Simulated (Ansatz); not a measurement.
# Preparing AlN (P6_3mc) as a host crystal

Aim: the runs on the perfect crystal AlN (P6_3mc) that a defect calculation needs first.

Calculated with Ansatz 0.2.0; plane-wave PAW DFT, PBEsol; relaxation of the host's cell and atoms; PAW set soft_1, in the first sound run; inputs show where later runs differ.

## Step 1: Set-up

It takes space group P6_3mc (No. 186, hexagonal). The conventional cell has a = 3.129 Å, b = 3.129 Å, c = 5.017 Å, α = 90.00°, β = 90.00°, γ = 120.00°. Nearest to Al lie 4 N at 1.90 to 1.91 Å. Nearest to N lie 4 Al at 1.90 to 1.91 Å. Farther neighbours and most contacts between anions are not listed.

## Step 2: Host cell relaxation

Lattice and positions are set free, within the symmetry that the program keeps.

Input file cell/input.yaml:

```yaml
crystal:
  lattice:
    - [3.1285881, 0.0, 0.0]
    - [-1.5642941, 2.7094368, 0.0]
    - [0.0, 0.0, 5.016955]
  atoms:
    - { symbol: Al, position: [0.66666667, 0.33333333, 0.499287] }
    - { symbol: Al, position: [0.33333333, 0.66666667, 0.999287] }
    - { symbol: "N", position: [0.66666667, 0.33333333, 0.880713] }
    - { symbol: "N", position: [0.33333333, 0.66666667, 0.380713] }
basis:
  ecutwfc: 420
  xc_grid: 2
hamiltonian:
  xc: pbesol
  pseudopotentials: { kind: paw, azcp: { folder: soft_1 }, xc_functional: pbe }
kpoints:
  mp_grid: { grid: [10, 10, 6] }
scf:
  occupations: { method: fixed }
  max_iter: 100
relax:
  f_tol: 0.005
  max_steps: 60
  cell: {}
output:
  forces: true
  stress: true
checkpoint:
  write: "../cell.run"
  compress: false
  write_wavefunctions: false
  write_every: 100000
```

Command:

```sh
$ ansatz run input.yaml --threads 32 --pin off --max-ram 84787MiB --backend cuda --events-out ev --progress --plain --runs-dir out --max-vram 78GiB
```

Numbers of over 12 decimals in the logs are rounded to 6 here.

What it wrote:

```text
[... repeated set-up lines and file paths are left out, and long positions are rounded to six places ...]
Engine: ansatz 0.2.0, aarch64-unknown-linux-gnu
Pseudopotentials: kind: paw
Pseudopotential: Al, paw, valence charge 3, recommended cutoff 420 eV (normal), soft_1/Al.paw.azcp
Pseudopotential: N, paw, valence charge 5, recommended cutoff 420 eV (normal), soft_1/N.paw.azcp
Functional definition: PBEsol
  exchange = pbesol_x
  correlation = pbesol_c
[...]
Crystal: 4 atoms, lattice volume = 42.527 Å³
Basis set: ecut = 420 eV, 833 PW (Γ), exchange–correlation on 48×48×72 points (8 copies of the dense FFT grid, shifted against one another)
Bands: 12, of which v1, the nominal top of the filled ones, is band 8 counted from 1 (7 counted from 0)
Symmetry: 12 space group operations
Space group: P63mc (ITA 186), of the structure as read, at distance tolerance 3.5e-5 Å
k-points: 56 of 600 (time reversal used)
Non-local potential: Al, projectors of the file, l = 0: 2, l = 1: 2, l = 2: 1
Non-local potential: N, projectors of the file, l = 0: 2, l = 1: 2, l = 2: 1
PAW form: soft (Blöchl's): semilocal exchange-correlation on the pseudo side does not see the compensation charge
PAW frozen core: Al, regenerated for the run's functional, and the local potential with it (the file was generated under x = pbe(κ = 0.804, μ = 0.219515), c = pbe(β = 0.066725))
PAW frozen core: N, regenerated for the run's functional, and the local potential with it (the file was generated under x = pbe(κ = 0.804, μ = 0.219515), c = pbe(β = 0.066725))
PAW one-centre angular grid: Al, 110 points (default); XC on 64 Gauss nodes
PAW one-centre angular grid: N, 110 points (default); XC on 64 Gauss nodes
Initial density: superposition of atomic densities (chi_scale 0.1, normalization cell, long waves kept (reshape's long-wave potential 0.00 eV rms))
Initial wavefunctions: pseudopotential atomic-orbital guess
[...]
Functional: x = pbesol(κ = 0.804, μ = 0.123457), c = pbesol(β = 0.046)
SCF iter   1: F=—  HF=-1814.557047 eV  |Δ(HF+E_count)|=         —  Δρ=1.27e-1  dr2=8.60e0  Hψ=3644
preconditioner: auto → none  [insulator: Δε(μ)=5.225 eV  Ē_g=13.993 eV  n_scr=2 (ndim 8)  ℏωp=22.8 eV  f_vac=0.000  ε∞_Penn≈3.6]
SCF iter   2: F=—  HF=-1812.338241 eV  |Δ(HF+E_count)|=    2.22e0  Δρ=7.34e-2  dr2=1.37e0  Hψ=1952
[...]
SCF iter   7: F=-1811.918512 eV  HF=-1811.918512 eV  |Δ(HF+E_count)|=   8.08e-9  Δρ=3.08e-6  dr2=1.58e-9  Hψ=2447
SCF 1 converged in 7 iterations: F = -1811.918512 eV  dr2 = 1.58e-9
  greatest PAW one-centre occupation: 0.786 electrons in one spin orbital (limit 2), on the N atom at site 3 (counted from 0), in its partial waves of l = 0
relax step   1: F+E_penalty+E_count = -1811.91851187 eV  Δ(F+E_penalty+E_count) = +0.000e0 eV  max|allowed force component| = 6.017e-3 eV/Å  Δτ_max = 0.0000 Å  P = -3.168 GPa  Ω = 42.527 Å³  (7 SCF iters, dr2 threshold 1.00e-7 eV, accepted)
[... the SCF cycles and remarks between the steps are left out from here to the last step ...]
relax step   2: F+E_penalty+E_count = -1811.92433892 eV  Δ(F+E_penalty+E_count) = -5.827e-3 eV  max|allowed force component| = 6.283e-3 eV/Å  Δτ_max = 0.0007 Å  P = -1.560 GPa  Ω = 42.176 Å³  energy of the carried Pulay correction = +6.009e-4 eV  (4 SCF iters, dr2 threshold 4.00e-7 eV, accepted)
relax step   3: F+E_penalty+E_count = -1811.92652539 eV  Δ(F+E_penalty+E_count) = -2.186e-3 eV  max|allowed force component| = 2.368e-3 eV/Å  Δτ_max = 0.0006 Å  P = +0.035 GPa  Ω = 41.842 Å³  energy of the carried Pulay correction = +1.177e-3 eV  (4 SCF iters, dr2 threshold 4.00e-7 eV, accepted)
[...]
iter 1 solved again at ethr=8.04e-9 eV; its pass at ethr=3.10e-3 eV (dr2=1.29e-6 eV) is discarded
SCF iter   1: F=—  HF=-1811.925457 eV  |Δ(HF+E_count)|=         —  Δρ=6.95e-5  dr2=3.41e-7  Hψ=5748
[...]
SCF iter   2: F=—  HF=-1811.925428 eV  |Δ(HF+E_count)|=   2.89e-5  Δρ=3.24e-5  dr2=9.34e-8  Hψ=1120
SCF iter   3: F=—  HF=-1811.925428 eV  |Δ(HF+E_count)|=   1.08e-7  Δρ=1.39e-5  dr2=1.51e-8  Hψ=1029
SCF iter   4: F=—  HF=-1811.925428 eV  |Δ(HF+E_count)|=   2.12e-8  Δρ=9.67e-7  dr2=1.01e-10  Hψ=1084
SCF iter   5: F=-1811.925428 eV  HF=-1811.925428 eV  |Δ(HF+E_count)|=  1.50e-10  Δρ=2.44e-7  dr2=5.57e-12  Hψ=3999
SCF 4 converged in 5 iterations: F = -1811.925428 eV  dr2 = 5.57e-12
relax step   4: F+E_penalty+E_count = -1811.92542837 eV  Δ(F+E_penalty+E_count) = +1.097e-3 eV  max|allowed force component| = 2.387e-3 eV/Å  Δτ_max = 0.0000 Å  P = -0.020 GPa  Ω = 41.842 Å³  stress off target by 2.17e-2 GPa  SCF on the basis re-selected at this cell (its energy is not comparable with the rows above)  (5 SCF iters)
basis re-selected at this cell: Δ(F+E_penalty+E_count) = +1.097e-3 eV, ΔP = -0.055 GPa vs the last step (what re-selecting the basis moved, of the pressure what is left beyond the Pulay correction that the steps carried, after the strain that the cell walked [...]
SCF converged after 5 iterations
Free energy (F): -1811.925428 eV
Harris-Foulkes:  -1811.925428 eV  (|F-HF|=1.11e-11)
Internal energy: -1811.925428 eV  (E = F + TS)
E sigma→0 (E₀):  -1811.925428 eV
Fermi energy:    7.033609 eV
--- Per-component energies (eV) ---
  E_band       = 28.451425
  E_kinetic    = 311.969992
  E_local      = -418.982558  (includes V_loc(G=0)·N_el)
  E_nonlocal   = 89.682408
  E_hartree    = 153.510501
  E_xc         = -195.984128
  E_vxc        = -213.006687  (∫ρ·V_xc dr)
  E_paw        = -1160.730401  (= ΣΔE_a)
  E_vpaw       = -48.234416  (= ΣTr[D̂ρ^β])
  E_aug_tail   = 0.001678  (compensation charges beyond the density's cutoff)
  E_ewald      = -591.487397
  E_core_change = 0.094476  (= ΣΔE_core)
  E_smearing   = -0.000000  (= −TS)
  E_closure    = -0.000000  (closes the sum)
  Σ components = -1811.925428   (vs F -1811.925428, Δ=0.00e0)
--- Forces (eV/Å), atoms counted from 1 ---
  atom   1  Al     0.00000000     0.00000000    -0.00238719
  atom   2  Al    -0.00000000    -0.00000000    -0.00238719
  atom   3  N      0.00000000    -0.00000000     0.00238643
  atom   4  N     -0.00000000     0.00000000     0.00238643
  max |Σ_I F_I| component: 1.52e-6 eV/Å
--- Stress (GPa, compression-positive) ---
       -0.021658       0.000000       0.000000
        0.000000      -0.021658       0.000000
        0.000000       0.000000      -0.015229
  P = ⅓ Tr σ = -0.0195 GPa (-0.195 kbar)
--- Band table (eV; the first three rows and the last of 56) ---
  k-point 0: bands = [... 4 lower, 6.1582, 6.8112, 6.8112, 7.0336, 11.1302, 13.5763, 17.5234, 18.0476]
  k-point 1: bands = [... 4 lower, 6.1996, 6.4221, 6.7649, 6.7649, 11.6301, 13.6438, 17.3475, 18.0159]
  [... further k-points left out ...]
--- Relaxed structure (3 steps of the walk, 3 accepted, 1 SCFs on fresh bases) ---
  F+E_penalty+E_count = -1811.92542837 eV   max|allowed force component| = 2.387e-3 eV/Å   (the final SCF, on the basis selected at the relaxed cell)
  cell:  # Å, volume = 41.8416 Å³
    - [3.113607, 2.8729285943171094e-8, 0.0]
    - [-1.556804, 2.696463, 0.0]
    - [0, 0.0, 4.983677]
  atoms:
    - { symbol: Al, position: [0.666667, 0.333333, 0.499034] }
    - { symbol: Al, position: [0.333333, 0.666667, 0.999034] }
    - { symbol: N, position: [0.666667, 0.333333, 0.880966] }
    - { symbol: N, position: [0.333333, 0.666667, 0.380966] }
```

Elapsed: 2.4 s, on 1 × NVIDIA GB200 with 32 threads of Arm Neoverse V2, shared host; peak memory 0.86 GiB.

Relaxation path:

```
step  energy less that of the first step (eV)  largest force component (eV/Å)  pressure (GPa)  volume (Å³)
   1                                   0.0000                          0.0060           -3.17        42.53
   2                                  -0.0058                          0.0063           -1.56        42.18
   3                                  -0.0080                          0.0024            0.04        41.84
  4*                                  -0.0069                          0.0024           -0.02        41.84
```

Relaxation steps marked * repeat the geometry before them on a plane-wave basis chosen anew for their cell, so energy and pressure can jump there.

The run keeps the 12 symmetry operations that it works with, so distortions that break them were not tested.

```
conventional cell, symmetrised  before  after  change
                         a (Å)   3.129  3.114  -0.5 %
                         b (Å)   3.129  3.114  -0.5 %
                         c (Å)   5.017  4.984  -0.7 %
              volume (Å³/atom)   10.63  10.46  -1.6 %
```

Final coordinates:

```
Al N
1.0
     3.11361    0.00000    0.00000
    -1.55680    2.69646    0.00000
     0.00000    0.00000    4.98368
Al N
2 2
Direct
  0.66667 0.33333 0.49903
  0.33333 0.66667 0.99903
  0.66667 0.33333 0.88097
  0.33333 0.66667 0.38097
```

This step gave:

```yaml
pressure: -0.01951 GPa
```

The relaxation ends with a largest force component of 0.0024 eV/Å and a pressure of -0.02 GPa.

## Step 3: Dielectric tensors of the host

The response to a uniform electric field gives the electronic dielectric tensor.

This step: plane-wave PAW DFPT, PBEsol; dielectric tensors, Born charges and zone-centre modes of the host; PAW set soft_1 (Ansatz 0.2.0).

Input file eps/input.yaml:

```yaml
crystal:
  lattice:
    - [3.1136073585, 2.87e-08, 0.0]
    - [-1.5568037041, 2.6964630555, 0.0]
    - [0.0, 0.0, 4.9836767961]
  atoms:
    - { symbol: Al, position: [0.6666666667, 0.3333333333, 0.4990341637] }
    - { symbol: Al, position: [0.3333333333, 0.6666666667, 0.9990341637] }
    - { symbol: "N", position: [0.6666666667, 0.3333333333, 0.8809658363] }
    - { symbol: "N", position: [0.3333333333, 0.6666666667, 0.3809658363] }
basis:
  ecutwfc: 420
hamiltonian:
  xc: pbesol
  pseudopotentials: { kind: paw, azcp: { folder: soft_1 }, xc_functional: pbe }
kpoints:
  mp_grid: { grid: [9, 9, 5] }
scf:
  occupations: { method: fixed }
  max_iter: 100
phonons:
  method: dfpt
  dielectric: true
  rigid_motions: translations
```

What it wrote:

```text
[...]
Crystal: 4 atoms, lattice volume = 41.842 Å³
Basis set: ecut = 420 eV, 809 PW (Γ), exchange–correlation on 48×48×72 points (8 copies of the dense FFT grid, shifted against one another)
Bands: 12, of which v1, the nominal top of the filled ones, is band 8 counted from 1 (7 counted from 0)
Symmetry: 12 space group operations
k-points: 115 of 405 (irreducible under 2 space group operations, time reversal used)
[...]
SCF iter   1: F=—  HF=-1814.635252 eV  |Δ(HF+E_count)|=         —  Δρ=1.30e-1  dr2=8.74e0  Hψ=7440
[...]
SCF iter   2: F=—  HF=-1812.336179 eV  |Δ(HF+E_count)|=    2.30e0  Δρ=7.33e-2  dr2=1.32e0  Hψ=3991
[...]
SCF iter   9: F=-1811.925442 eV  HF=-1811.925442 eV  |Δ(HF+E_count)|=  4.55e-11  Δρ=4.74e-8  dr2=4.89e-13  Hψ=5317
SCF 1 converged in 9 iterations: F = -1811.925442 eV  dr2 = 4.89e-13
[...]
the response reads at least the filled bands of the reference SCF and the lowest empty band at each k-point, and that SCF's band table does not vouch for those bands. The notice of the band table in this run's record says why
[...]
NSCF: frozen V_eff on 1 k-points
[...]
NSCF: frozen V_eff on 36 k-points, pencils in batches of 32, up to order 48
[...]
DFPT response loops at q = (0, 0, 0) (fractional): preconditioner auto → none (the input reference at scf.mixing.eps_inf says where Resta's filter doesn't serve); β = 0.50; Anderson in place of MSR1; [...]
[...]
DFPT response loops at Γ: preconditioner auto → none (the input reference at scf.mixing.eps_inf says where Resta's filter doesn't serve); β = 0.50; Broyden in place of MSR1
── the response to a field inside a basis, on 10×10×6 k-points: an SCF that follows is theirs, and a resumed run solves both again ──
[...]
Bands: 9, of which v1, the nominal top of the filled ones, is band 8 counted from 1 (7 counted from 0)
k-points: 90 of 600 (irreducible under 4 space group operations, time reversal used)
[...]
Eigensolver: Dense (90 Hₖ)
SCF iter   1: F=—  HF=-1811.925016 eV  |Δ(HF+E_count)|=         —  Δρ=2.27e-4  dr2=3.19e-6
[...]
SCF iter   4: F=-1811.925019 eV  HF=-1811.925019 eV  |Δ(HF+E_count)|=   4.26e-8  Δρ=3.50e-6  dr2=1.46e-9
SCF 1 converged in 4 iterations: F = -1811.925019 eV  dr2 = 1.46e-9
[...]
SCF converged after 9 iterations
Free energy (F): -1811.925442 eV
[...]
Internal energy: -1811.925442 eV  (E = F + TS)
E sigma→0 (E₀):  -1811.925442 eV
Fermi energy:    7.033630 eV
[...]
--- Band table (eV; the first three rows and the last of 115) ---
  k-point 0: bands = [... 4 lower, 6.1582, 6.8113, 6.8113, 7.0336, 11.1302, 13.5763, 17.5234, 18.0476]
  k-point 1: bands = [... 4 lower, 6.2173, 6.2173, 6.7454, 6.7454, 11.8098, 13.6665, 17.2838, 18.0120]
  [... further k-points left out ...]
--- Phonons (Γ-DFPT): 4 representative perturbations + reference (Σ response iterations 20) ---
  k mesh reduced under 2 symmetry operations, with k and −k counted as one. Each operation leaves every solved perturbation unchanged. A smaller set is not considered because the run solves the response to a homogeneous field
  ASR residual: 1.620e-4 → 0.000e0 eV/Å²; symmetrization residual: 4.257e-7 eV/Å²
  ASR residual per site (eV/Å²): 1.62e-4 1.62e-4 7.92e-5 7.92e-5
  Γ frequencies (cm⁻¹): 0.00 0.00 0.00 234.93 234.93 542.18 606.42 651.64 651.64 662.93 662.93 712.94
  ε∞ (high-frequency dielectric tensor):
        4.495803     0.000000     0.000000
        0.000000     4.495803     0.000000
        0.000000     0.000000     4.728151
  ε⁰ (static dielectric tensor: ions relaxed, cell fixed):
        8.198581     0.000000     0.000000
        0.000000     8.198581     0.000000
        0.000000     0.000000     9.741989
  ε⁰ − ε∞ (ionic part):
        3.702778     0.000000     0.000000
        0.000000     3.702778     0.000000
        0.000000     0.000000     5.013838
  softest optical mode at Γ: 234.93 cm⁻¹; the repairs (sum rule, projections) moved no ω² at Γ by more than (1.32 cm⁻¹)²
  Born effective charges Z* (e; rows j = field, columns β = displacement):
    site 0:
         2.52572    0.00000   -0.00000
         0.00000    2.52572   -0.00000
         0.00000   -0.00000    2.68851
    site 1:
         2.52572    0.00000   -0.00000
         0.00000    2.52572   -0.00000
         0.00000    0.00000    2.68851
    site 2:
        -2.52572   -0.00000    0.00000
        -0.00000   -2.52572    0.00000
        -0.00000    0.00000   -2.68851
    site 3:
        -2.52572   -0.00000   -0.00000
        -0.00000   -2.52572    0.00000
         0.00000   -0.00000   -2.68851
  Z* charge neutrality: 8.132e-4 e pre-enforcement
  solved inside a basis spanned on kpoints, on 10×10×6 k-points, its susceptibility summed on 16×16×10: ε∞ is read to err by 1.3e-2, Z* by 1.0e-2 e (field_mesh: kpoints solves on kpoints); Z* is corrected for what the basis lacks
  optical modes at Γ without the LO–TO term, one row a degenerate level:
      ω (cm⁻¹)  modes    IR ((D/Å)²/amu)
        234.93      2             0.0000
        542.18      1             0.0000
        606.42      1            36.1714
        651.64      2             0.0000
        662.93      2            63.8475
        712.94      1             0.0000
  optical modes at Γ + LO–TO along q̂ = [1.0000, 0.0000, 0.0000]:
      ω (cm⁻¹)  modes    IR ((D/Å)²/amu)
        234.93      2             0.0000
        542.18      1             0.0000
        606.42      1            36.1714
        651.64      2             0.0000
        662.93      1            31.9238
        712.94      1             0.0000
        895.23      1            31.9238
  optical modes at Γ + LO–TO along q̂ = [0.0000, 1.0000, 0.0000]:
      ω (cm⁻¹)  modes    IR ((D/Å)²/amu)
        234.93      2             0.0000
        542.18      1             0.0000
        606.42      1            36.1714
        651.64      2             0.0000
        662.93      1            31.9238
        712.94      1             0.0000
        895.23      1            31.9238
  optical modes at Γ + LO–TO along q̂ = [0.0000, 0.0000, 1.0000]:
      ω (cm⁻¹)  modes    IR ((D/Å)²/amu)
        234.93      2             0.0000
        542.18      1             0.0000
        651.64      2             0.0000
        662.93      2            63.8475
        712.94      1             0.0000
        870.47      1            36.1714
```

It took 6.1 s on 1 × NVIDIA GB200 with 32 threads; peak memory 1.3 GiB; 50 s of CPU time.

Electronic dielectric tensor:

```
4.50 0.00 0.00
0.00 4.50 0.00
0.00 0.00 4.73
```

Static dielectric tensor:

```
8.20 0.00 0.00
0.00 8.20 0.00
0.00 0.00 9.74
```

The principal values of the electronic dielectric tensor are 4.50, 4.50 and 4.73. The principal values of the static dielectric tensor are 8.20, 8.20 and 9.74.

(Continued in part 2 of 3.)

[Logs are printed without paths, hosts, clocks, repeated set-up lines and the standing remarks that a program may print on its own settings, such as how far it seeks lower states.]

[Hosts, paths, dates, database ids (printed as entryN), source tags and the programs' standing remarks are cut or masked in the printed files.]

[Runs of the host that timed out are not shown.]

[For some hosts the program warned that the k-mesh of the response run may be too coarse for force constants and the static dielectric constant; such warnings are not always shown.]
